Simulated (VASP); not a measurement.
# Te2Mo in VASP: further runs

One slab, Te2Mo, is run at these levels: PBEsol; tasks: single point, relaxation of cell and atoms.

Program: VASP 6.6.1. These are calculated values, not measurements. Logs are shortened: lines on timing, memory, paths and dates and some standing lists are left out, and cuts for length are marked.

### Step 1. The slab as given

The cell holds a slab with vacuum, 3 atoms: a = 3.491 Å, b = 3.491 Å, c = 17.526 Å, α = 90.00°, β = 90.00°, γ = 120.00°.

### Step 2. Single point, PBEsol

File INCAR:

```
ALGO = Fast ; EDIFF = 1E-6
ENCUT = 520 ; GGA = PS
ISIF = 2 ; ISMEAR = 0
LASPH = True ; LCHARG = False
LREAL = False ; LWAVE = False
NBANDS = 20 ; NELM = 100
PREC = Accurate ; SIGMA = 0.02
```

File KPOINTS:

```
k-points
0
Gamma
  12 12 2
```

File POSCAR:

```
Te2Mo
1.0
    3.4910750445      0.0000000000      0.0000000000
   -1.7455375222      3.0233596750      0.0000000000
    0.0000000000      0.0000000000     17.5264238512
Te Mo
2 1
Direct
    0.3333333333      0.6666666667      0.8971077571
    0.3333333333      0.6666666667      0.1028922429
    0.0000000000      0.0000000000      0.0000000000
```

Potentials or basis: VASP PAW PBE potentials, release 64 (Te, Mo_sv).

Started as:

```console
cat potpaw_PBE.64/Te/POTCAR potpaw_PBE.64/Mo_sv/POTCAR > POTCAR
mpirun -np 1 vasp_std > vasp.out
```

OUTCAR:

```text
EDIFF = 1E-6
   ENCUT = 520
   GGA = PS
   ISIF = 2
   ISMEAR = 0
   LASPH = True
   LREAL = False
   NELM = 100
   PREC = Accurate

 ion  position               nearest neighbor table
   1  0.333  0.667  0.897-   3 2.70   3 2.70   3 2.70   2 3.61
   2  0.333  0.667  0.103-   3 2.70   3 2.70   3 2.70   1 3.61
   3  0.000  0.000  0.000-   1 2.70   2 2.70   1 2.70   2 2.70   1 2.70   2 2.70

  LATTYP: Found a hexagonal cell.
 ALAT       =     3.4910750445
 C/A-ratio  =     5.0203515043

  Lattice vectors:

 A1 = (   3.4910750445,   0.0000000000,   0.0000000000)
 A2 = (  -1.7455375222,   3.0233596750,   0.0000000000)
 A3 = (   0.0000000000,   0.0000000000,  17.5264238512)

Analysis of symmetry for initial positions (statically):
=====================================================================
 Subroutine PRICEL returns:
 Original cell was already a primitive cell.

 Routine SETGRP: Setting up the symmetry group for a
 hexagonal supercell.

 Subroutine GETGRP returns: Found 12 space group operations
 (whereof 12 operations were pure point group operations)
 out of a pool of 24 trial point group operations.

The static configuration has the point symmetry D_3h.

Analysis of symmetry for dynamics (positions and initial velocities):
=====================================================================
 Subroutine PRICEL returns:
 Original cell was already a primitive cell.

 Routine SETGRP: Setting up the symmetry group for a
 hexagonal supercell.

 Subroutine GETGRP returns: Found 12 space group operations
 (whereof 12 operations were pure point group operations)
 out of a pool of 24 trial point group operations.

The dynamic configuration has the point symmetry D_3h.

 Subroutine INISYM returns: Found 12 space group operations
 (whereof 12 operations are pure point group operations),
 and found     1 'primitive' translations

----------------------------------------------------------------------------------------

                                     Primitive cell

  volume of cell :     184.9875

  direct lattice vectors                    reciprocal lattice vectors
     3.491075045  0.000000000  0.000000000     0.286444716  0.165378934  0.000000000
    -1.745537522  3.023359675  0.000000000     0.000000000  0.330757868  0.000000000
     0.000000000  0.000000000 17.526423851     0.000000000  0.000000000  0.057056705

  length of vectors
     3.491075045  3.491075044 17.526423851     0.330757868  0.330757868  0.057056705

  position of ions in fractional coordinates (direct lattice)
     0.333333333  0.666666667  0.897107757
     0.333333333  0.666666667  0.102892243
     0.000000000  0.000000000  0.000000000

  ion indices of the primitive-cell ions
   primitive index   ion index
                 1           1
                 2           2
                 3           3

----------------------------------------------------------------------------------------

 KPOINTS: k-points

Automatic generation of k-mesh.
 Grid dimensions read from file:
 generate k-points for:   12   12    2

 Generating k-lattice:

  Cartesian coordinates                     Fractional coordinates (reciprocal lattice)
     0.023870393  0.013781578  0.000000000     0.083333333  0.000000000  0.000000000
     0.000000000  0.027563156  0.000000000     0.000000000  0.083333333  0.000000000
     0.000000000  0.000000000  0.028528353     0.000000000  0.000000000  0.500000000

  Length of vectors
     0.027563156  0.027563156  0.028528353

  Shift w.r.t. Gamma in fractional coordinates (k-lattice)
     0.000000000  0.000000000  0.000000000

 Subroutine IBZKPT returns following result:
 ===========================================

 Found     38 irreducible k-points:

 Following reciprocal coordinates:
            Coordinates               Weight
  0.000000  0.000000  0.000000      1.000000
  0.083333  0.000000  0.000000      6.000000
  0.166667  0.000000  0.000000      6.000000
  0.250000  0.000000  0.000000      6.000000
  0.333333 -0.000000  0.000000      6.000000
  0.416667  0.000000  0.000000      6.000000
[... 16 lines left out ...]
  0.250000  0.000000  0.500000      6.000000
  0.333333 -0.000000  0.500000      6.000000
 [... further k-points ...]
   k-points           NKPTS =     38   k-points in BZ     NKDIM =     38   number of bands    NBANDS=     20
   number of dos      NEDOS =    301   number of ions     NIONS =      3
   total plane-waves  NPLWV = 109760
   dimension x,y,z NGX =    28 NGY =   28 NGZ =  140
   dimension x,y,z NGXF=    56 NGYF=   56 NGZF=  280
   ions per type =               2   1
   NGX,Y,Z   is equivalent  to a cutoff of  13.33, 13.33, 13.28 a.u.
   NGXF,Y,Z  is equivalent  to a cutoff of  26.67, 26.67, 26.56 a.u.
 SYSTEM =  unknown system
   PREC   = accura    normal or accurate (medium, high low for compatibility)
   ISTART =      0    job   : 0-new  1-cont  2-samecut
   ICHARG =      2    charge: 1-file 2-atom 10-const
   ISPIN  =      1    spin polarized calculation?
   LNONCOLLINEAR =      F non collinear calculations
   LSORBIT =      F    spin-orbit coupling
   LASPH  =      T    aspherical Exc in radial PAW
   ENCUT  =  520.0 eV  38.22 Ry    6.18 a.u.   6.49  6.49 32.59*2*pi/ulx,y,z
   NELM   =    100;   NELMIN=  2; NELMDL= -5     # of ELM steps
   EDIFF  = 0.1E-05   stopping-criterion for ELM
   LREAL  =      F    real-space projection
   EDIFFG = 0.1E-04   stopping-criterion for IOM
   NSW    =      0    number of steps for IOM
   IBRION =     -1    ionic relax: 0-MD 1-quasi-New 2-CG
   NFREE  =      0    steps in history (QN), initial steepest desc. (CG)
   ISIF   =      2    stress and relaxation
   ISYM   =      2    0-nonsym 1-usesym 2-fastsym
   POTIM  = 0.5000    time-step for ionic-motion
   TEBEG  =    0.0;   TEEND  =   0.0 temperature during run
   PSTRESS=    0.0 pullay stress
   NELECT =      26.0000    total number of electrons
   NUPDOWN=      -1.0000    fix difference up-down
   EMIN   =  10.00;   EMAX   =-10.00  energy-range for DOS
   EFERMI =   0.00;   METHOD = LEGACY
   ISMEAR =     0;   SIGMA  =   0.02  broadening in eV -4-tet -1-fermi 0-gaus
   EFERMI_NEDOS =   21; number of points for ismear=-14 and -15
   IALGO  =     68    algorithm
   IMIX   =      4    mixing-type and parameters
     AMIX     =   0.40;   BMIX     =  1.00
     AMIX_MAG =   1.60;   BMIX_MAG =  1.00
  volume/ion in A,a.u.               =      61.66       416.12
  Fermi-wavevector in a.u.,A,eV,Ry     =   0.851174  1.608486  9.857390  0.724498
  Thomas-Fermi vector in A             =   1.967266
   LORBIT       =      0    0 simple, 1 ext, 2 COOP (PROOUT), +10 PAW based schemes
   GGA     = PS    functional components
   LHFCALC =     F    Hartree Fock is set to
   AEXX    =    0.0000 exact exchange contribution
   IVDW    =     0    specifies the selected vdW correction
   LEPSILON=     F    determine dielectric tensor
   LRPA    =     F    only Hartree local field effects (RPA)
 non-spin polarized calculation
 RMM-DIIS sequential band-by-band and
 Gauss-broadening in eV      SIGMA  =   0.02
  energy-cutoff  :      520.00
  volume of cell :      184.99
 maximum number of plane-waves:      5046
 NGX is ok and might be reduce to    28
   NGX = 13   NGY = 13   NGZ = 65

 number of electron      26.0000002 magnetization

 Free energy of the ion-electron system (eV)
  ---------------------------------------------------
  ext. energy  EPLUGINS =         0.00000000
  ---------------------------------------------------
  free energy    TOTEN  =       -19.61451871 eV

  energy without entropy =      -19.61451871  energy(sigma->0) =      -19.61451871

 E-fermi :   0.3585     XC(G=0):  -4.8460

 val. band max:        0.2425176150   @ k =   0.3333   0.3333   0.0000
 cond. band min:       1.4444541655   @ k =   0.3333   0.3333   0.0000
 fundamental gap:      1.2019365506
 Fermi energy:         0.3585168468

 k-point     1 :       0.0000    0.0000    0.0000
  band No.  band energies     occupation
      1     -60.2850      2.00000
      2     -34.5005      2.00000
      3     -34.3452      2.00000
      4     -34.3452      2.00000
      5     -12.5397      2.00000
      6     -11.5658      2.00000
[... 12 lines left out ...]
     19       4.9768      0.00000
     20       6.6007      0.00000

 k-point     2 :       0.0833    0.0000    0.0000
  band No.  band energies     occupation
      1     -60.2843      2.00000
      2     -34.4984      2.00000
      3     -34.3549      2.00000
      4     -34.3474      2.00000
      5     -12.4386      2.00000
      6     -11.4955      2.00000
[... 12 lines left out ...]
     19       5.0976      0.00000
     20       7.0544      0.00000

 k-point     3 :       0.1667    0.0000    0.0000
  band No.  band energies     occupation
      1     -60.2823      2.00000
      2     -34.4925      2.00000
      3     -34.3814      2.00000
      4     -34.3536      2.00000
      5     -12.1441      2.00000
      6     -11.2912      2.00000
[... 12 lines left out ...]
     19       5.4445      0.00000
     20       6.3029      0.00000

 k-point     4 :       0.2500    0.0000    0.0000
  band No.  band energies     occupation
      1     -60.2795      2.00000
      2     -34.4844      2.00000
      3     -34.4174      2.00000
      4     -34.3620      2.00000
      5     -11.6872      2.00000
      6     -10.9762      2.00000
[... 429 lines left out ...]
 k-point    23 :       0.2500    0.0000    0.5000
  band No.  band energies     occupation
      1     -60.2795      2.00000
      2     -34.4844      2.00000
      3     -34.4174      2.00000
      4     -34.3620      2.00000
      5     -11.6872      2.00000
      6     -10.9762      2.00000
[... 12 lines left out ...]
     19       5.7358      0.00000
     20       7.1335      0.00000

 k-point    24 :       0.3333   -0.0000    0.5000
  band No.  band energies     occupation
      1     -60.2767      2.00000
      2     -34.4763      2.00000
      3     -34.4532      2.00000
      4     -34.3704      2.00000
      5     -11.1347      2.00000
      6     -10.6031      2.00000
[... 12 lines left out ...]
     19       6.2007      0.00000
     20       6.3104      0.00000

 [... further k-points ...]

------------------------ aborting loop because EDIFF is reached ----------------------------------------

  FORCE on cell =-STRESS in cart. coord.  units (eV):
  Direction    XX          YY          ZZ          XY          YZ          ZX
  --------------------------------------------------------------------------------------
  -------------------------------------------------------------------------------------
  Total        0.0434809      0.0434809      0.0996155      0.0000000     -0.0000000      0.0000000
  in kB        0.3765881      0.3765881      0.8627702      0.0000000     -0.0000000      0.0000000
  external PRESSURE =       0.5386488 kB  Pullay stress =       0.0000000 kB

 VOLUME and BASIS-vectors are now :
 -----------------------------------------------------------------------------
  energy-cutoff  :      520.00
  volume of cell :      184.99
      direct lattice vectors                 reciprocal lattice vectors
     3.491075045  0.000000000  0.000000000     0.286444716  0.165378934  0.000000000
    -1.745537522  3.023359675  0.000000000     0.000000000  0.330757868  0.000000000
     0.000000000  0.000000000 17.526423851     0.000000000  0.000000000  0.057056705

 POSITION                                       TOTAL-FORCE (eV/Angst)
 -----------------------------------------------------------------------------------
     -0.00000      2.01557     15.72309         0.000000      0.000000     -0.030566
     -0.00000      2.01557      1.80333        -0.000000      0.000000      0.030566
      0.00000      0.00000      0.00000         0.000000      0.000000      0.000000
 -----------------------------------------------------------------------------------
    total drift:                                0.000000     -0.000000     -0.000000

  FREE ENERGIE OF THE ION-ELECTRON SYSTEM (eV)
  ---------------------------------------------------
  free  energy   TOTEN  =       -19.6145187050 eV

  energy  without entropy=      -19.6145187050  energy(sigma->0) =      -19.61451871
```

It took 1.7 min on 1 thread of Intel Xeon 6975P-C (Granite Rapids), shared host; peak memory 0.4 GiB.

What came out:

```yaml
Free_energy: -19.6145 eV
Largest_force: 0.031 eV/Å
Band_gap_on_the_k_mesh: 1.20 eV, direct
```

Forces on the atoms (eV/Å):
```
Te   0.000  0.000 -0.031
Te   0.000  0.000  0.031
Mo   0.000  0.000  0.000
```

Caveat: the PAW data sets were made with another functional, which shifts forces and pressure a little; spin-orbit coupling is left out, which moves the levels of the heavy elements.

### Step 3. Relaxation of cell and atoms, PBEsol

This run uses another cell than the first one, of 64.12 Å³/atom, 1.040 times its volume.

File INCAR:

```
PREC = Accurate
ENCUT = 600
EDIFF = 1E-7
ISMEAR = 0
SIGMA = 0.02
LREAL = F
LASPH = T
NELM = 100
ALGO = Fast
ISIF = 3
LWAVE = F
LCHARG = F
GGA = PS
IBRION = 2
NSW = 100
EDIFFG = -0.005
```

File KPOINTS:

```
Automatic mesh
0
Gamma
  12 12 2
```

File POSCAR:

```
Te2Mo
1.0
    3.5602328140      0.0000000000      0.0000000000
   -1.7801164070      3.0832520603      0.0000000000
    0.0000000000      0.0000000000     17.5240578200
Te Mo
2 1
Direct
    0.3333333300      0.6666666700      0.8978554500
    0.3333333300      0.6666666700      0.1021445500
    0.0000000000      0.0000000000      0.0000000000
```

Potentials or basis: VASP PAW PBE potentials, release 64 (Te, Mo_sv).

Started as:

```console
cat potpaw_PBE.64/Te/POTCAR potpaw_PBE.64/Mo_sv/POTCAR > POTCAR
mpirun -np 1 vasp_std > vasp.out
```

Run time: 6.1 min. Hardware: 1 thread of Intel Xeon 6975P-C (Granite Rapids), shared host; peak memory 0.46 GiB.

Results (log left out):

| Item | Value |
| --- | --- |
| Free energy | -19.6153 eV |
| Relaxed volume | 62.00 Å³/atom |
| Relaxed cell | a = 3.491 Å, b = 3.491 Å, c = 17.622 Å, α = 90.00°, β = 90.00°, γ = 120.00° |
| Space group after relaxing (to 0.05 Å) | P-6m2 (No. 187) |
| Energy gained by relaxing | 9.8 meV/atom |
| Ionic steps | 5 |
| Largest force after relaxing | 0.004 eV/Å |
| Band gap on the k mesh | 1.20 eV, direct |

Forces in eV/Å, atoms in the order of the input:
```
Te   0.000  0.000 -0.004
Te   0.000  0.000  0.004
Mo   0.000  0.000  0.000
```

The path:
```csv
step,energy change (eV),largest force (eV/Å),pressure (GPa),volume (Å³)
1,0.0000,0.1468,-1.03,192.36
2,0.0054,0.7045,1.57,181.05
3,-0.0217,0.2383,0.11,186.89
4,-0.0293,0.0101,-0.01,185.94
5,-0.0293,0.0035,0.00,185.99
```

Final structure:
```
Te Mo
1.0
     3.49107    0.00000    0.00000
    -1.74554    3.02336    0.00000
     0.00000    0.00000   17.62158
Te Mo
2 1
Direct
  0.33333 0.66667 0.89756
  0.33333 0.66667 0.10244
  0.00000 0.00000 0.00000
```

Levels at points of the mesh, in eV from the valence-band top:
```csv
k point,band 11,band 12,band 13,band 14,band 15,band 16
"(0.00, 0.00, 0.00)",-0.83,-0.83,-0.57,3.28,3.28,3.58
"(0.50, 0.00, 0.00)",-1.69,-0.78,-0.19,1.54,1.84,3.37
"(0.00, 0.00, 0.50)",-0.83,-0.83,-0.57,3.28,3.28,3.58
"(0.50, 0.00, 0.50)",-1.69,-0.78,-0.19,1.54,1.84,3.37
```

Caveat: the PAW data sets were made with another functional, which shifts forces and pressure a little; spin-orbit coupling is left out, which moves the levels of the heavy elements.

(Part 1 of 2 ends here.)
